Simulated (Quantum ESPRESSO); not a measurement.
**BP under changes of volume**

One of the cells (11.682 Å³/atom); the others are scaled copies at fixed shape and fractional positions:

```
P B
1.0
     0.00000    2.26900    2.26900
     2.26900    0.00000    2.26900
     2.26900    2.26900    0.00000
P B
1 1
Direct
  0.75000 0.75000 0.75000
  0.00000 0.00000 0.00000
```

- Program: Quantum ESPRESSO 7.5
- Functional: LDA
- Potentials or basis: PseudoDojo 0.4.1 SR LDA standard
- Cutoff: 1034 eV
- Density cutoff: 4136 eV
- k mesh: 10 × 10 × 10
- Occupations: fermi-dirac, width 0.05 eV
- Spin: no spin polarisation

```tsv
volume (Å³/atom)	energy over the lowest point (meV/atom)	pressure (GPa)	gap on the mesh (eV)
10.981	4.63	5.1	1.13
11.214	0.00	1.2	1.16
11.448	0.82	-2.4	1.18
11.682	6.58	-5.6	1.20
11.915	16.83	-8.5	1.22
12.149	31.14	-11.2	1.24
12.383	?	?	?
```

**Question.** What does the run at 12.383 Å³/atom give?

**Answer.** Energy over the lowest point 49.13 meV/atom; pressure -13.6 GPa; gap on the mesh 1.26 eV.

Worked out: A Birch-Murnaghan fit of order 3 (a polynomial in V^(-2/3)) to the other rows has its minimum at 11.29 Å³/atom with B0 = V·E''(V) = 175 GPa and B' = 3.8. It gives 49.16 meV/atom at 12.383 Å³/atom, against the run's 49.13, and -dE/dV = -13.5 GPa, against -13.6. A straight line through the other rows of the gap, of slope 1.06 eV per unit of ln V, extrapolates to 1.26 eV, against the run's 1.26.

Energies are extrapolated to zero smearing.

A mesh can miss the band edges.
